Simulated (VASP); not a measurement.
Input of a VASP 6.6.1 run:

Contents of POSCAR:

```
InAs
1.0
    0.0000000000      2.8773040000      2.8773040000
    2.8773040000      0.0000000000      2.8773040000
    2.8773040000      2.8773040000      0.0000000000
In As
1 1
Direct
    0.5000000000      0.5000000000      0.5000000000
    0.0000000000      0.0000000000      0.0000000000
```

File INCAR.step1:

```
ALGO = Fast
EDIFF = 1E-8
EDIFFG = -0.002
ENCUT = 600
GGA = PE
IBRION = 2
ISIF = 3
ISMEAR = 0
LASPH = T
LCHARG = F
LREAL = F
LWAVE = F
NELM = 100
NSW = 40
PREC = Accurate
SIGMA = 0.02
```

Contents of INCAR.step2:

```
ALGO = Fast
EDIFF = 1E-8
ENCUT = 600
GGA = PE
IBRION = 6
ISIF = 3
ISMEAR = 0
LASPH = T
LCHARG = F
LREAL = F
LWAVE = F
NELM = 100
NFREE = 2
NSW = 1
POTIM = 0.015
PREC = Accurate
SIGMA = 0.02
```

File KPOINTS:

```
k-points
0
Gamma
  6 6 6
```

Potentials or basis: VASP PAW PBE potentials, release 64 (In_d, As).

The run is started by

```console
$ cat potpaw_PBE.64/In_d/POTCAR potpaw_PBE.64/As/POTCAR > POTCAR
$ cp INCAR.step1 INCAR
$ mpirun -np 1 vasp_std > vasp.out
$ cp CONTCAR POSCAR
$ cp INCAR.step2 INCAR
$ mpirun -np 1 vasp_std > vasp.out
```

(1) What does it give for the elastic constants C11, C12, C44?

(2) What does it give for the Voigt bulk modulus?

(3) What does it give for the highest phonon frequency at Γ, LO-TO splitting left out?

## Answers

(1) 124, 32, -21 GPa.

(2) 63 GPa.

(3) 113 cm⁻¹.

Caveat: the elastic tensor has a negative eigenvalue, so either the cell is unstable as it stands or the mesh is too thin.
